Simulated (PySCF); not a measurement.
## Telling isomers of C7H6O apart by NMR

PySCF 2.14 calculation with couplings computed with B3LYP/pcJ-1 (spin–dipole term left out of most H,H and C,H couplings), shielding tensors at PBE0/pcSseg-1 (GIAO) and GFN2-xTB geometry; single conformer, no solvent, equivalent nuclei averaged, no relativistic terms.

Scale: 1H (31.72 ppm), 13C (186.93 ppm) vs TMS (reference shieldings calculated alike). Multiplet labels drop J under 1 Hz and among equivalent protons, and merge close values. Unscaled 3J(H,H) run several per cent high. Where no couplings were computed, multiplicities follow the n + 1 count of equivalent neighbours, and m marks all less simple cases (inequivalent or close neighbours, rings, F or P nearby). Shifts are as computed. Against solution values, carbons near 30 ppm lie about +3 ppm off and those near 130 ppm about +5 ppm. Of 1211 compounds with measured shifts, 218 miss one by over three times the rms of a fit or turn the order of signals round; such compounds aren't used in these exercises.

(1) Tabulate the signals of `C=C1C=C(C=O)C1=C`, `O=Cc1ccccc1`, `C#CCC#CC(C)=O` and their relative energies.

(2) What is the quickest way to tell C=C1C=C(C=O)C1=C from O=Cc1ccccc1?

(3) What is the quickest way to tell C=C1C=C(C=O)C1=C from C#CCC#CC(C)=O?

(4) What is the quickest way to tell O=Cc1ccccc1 from C#CCC#CC(C)=O?

## Answers

(1) 
```json
{"SMILES": "C=C1C=C(C=O)C1=C", "carbon types": "3×C 2×CH 2×CH2", "δC": "189.1, 159.6, 154.9, 154.8, 152.0, 114.0, 100.6", "δH": "10.29 (s, 1H), 7.81 (q, 1H), 5.70 (dd, 1H), 5.63 (d, 1H), 5.51 (dd, 1H), 5.32 (dd, 1H)", "E rel. (kcal/mol)": "67.8"}
{"SMILES": "O=Cc1ccccc1", "carbon types": "1×C 6×CH", "δC": "196.0, 140.8, 140.3, 137.0, 134.3", "δH": "10.21 (s, 1H), 8.25 (d, 2H), 7.90 (m, 1H), 7.86 (m, 2H)", "E rel. (kcal/mol)": "0.0"}
{"SMILES": "C#CCC#CC(C)=O", "carbon types": "4×C 1×CH 1×CH2 1×CH3", "δC": "187.5, 94.0, 86.0, 81.5, 77.1, 36.3, 11.9", "δH": "3.47 (d, 2H), 2.36 (s, 3H), 1.59 (t, 1H)", "E rel. (kcal/mol)": "92.8"}
```

Energies are electronic energies at PBE0/pcSseg-1 on these geometries, without zero-point or thermal terms, each for the one conformer computed, which needn't be the lowest.

(2) Count the carbon signals: 7 against 5. The first has a terminal =CH2 carbon at 114.0 ppm, the second an aromatic CH at 134.3 ppm. Their most deshielded carbons lie at 189.1 and 196.0 ppm.

(3) Both give the same number of carbon signals, but DEPT or the intensities differ. The first has an aldehyde carbonyl carbon (CH) at 189.1 ppm, the second an alkyne carbon (C) at 86.0 ppm. Their most deshielded carbons lie at 189.1 and 187.5 ppm. In the proton spectra the most deshielded non-exchanging signals are 10.29 (s, 1H) and 3.47 (d, 2H).

(4) Count the carbon signals: 5 against 7. The first has an aldehyde carbonyl carbon (CH) at 196.0 ppm, the second a methyl carbon α to a carbonyl (CH3) at 36.3 ppm. Their most deshielded carbons lie at 196.0 and 187.5 ppm. In the proton spectra the most deshielded non-exchanging signals are 10.21 (s, 1H) and 3.47 (d, 2H).
